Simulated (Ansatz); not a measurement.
Effect of pressure −1 GPa on ZnTe

Take ZnTe in the zinc blende structure (space group F-43m, No. 216; a = 6.1792 Å) as the base.

Perturbation: a negative pressure, −1 GPa.

Level of theory: Ansatz (an electronic-structure program) PBE, scalar-relativistic without spin-orbit coupling, earlier PAW set. k-mesh 9×9×9 (Γ-centred); smearing 0.05 eV (Fermi–Dirac).

The volume per atom grows by 0.74 Å³ to 30.23 Å³ and the density decreases by 0.13 g/cm³, from 5.43 g/cm³ to 5.30 g/cm³. The lattice parameter a grows by 0.051 Å to 6.230 Å and the shortest interatomic distance rises by 0.022 Å (2.676 Å → 2.698 Å). The enthalpy H = E + PV relative to the base's energy comes out as -0.19 eV/atom and the band gap drops by 0.11 eV, from 1.07 eV to 0.96 eV. The gap character is still direct at Γ and the mean gap deformation potential ΔEg/Δln V comes out as -4.5 eV. The width of the top valence band decreases by 0.11 eV, from 2.43 eV to 2.32 eV and the electron mass goes from 0.077 mₑ (at Γ) to 0.071 mₑ (at Γ). The hole mass (degenerate bands, along [100]) changes from 0.077, 0.48, 0.48 mₑ (at Γ) to 0.072, 0.50, 0.50 mₑ (at Γ) and the valley order (the lowest conduction-band minima on the path, energy above the VBM, named in the base's zone) goes from Γ 1.07 eV; L along ⟨111⟩ 1.73 eV; a point along ⟨100⟩, about 0.9 Å⁻¹ from Γ 2.28 eV to Γ 0.96 eV; L along ⟨111⟩ 1.70 eV; a point along ⟨100⟩, about 0.9 Å⁻¹ from Γ 2.31 eV.

With Te present, leaving out spin-orbit coupling can change the band edges. Load acts through the strain it causes; cell and atoms are relaxed under it. Effective masses come from finite differences of ±0.01 Å⁻¹. Whether these cells are dynamically stable was not tested.
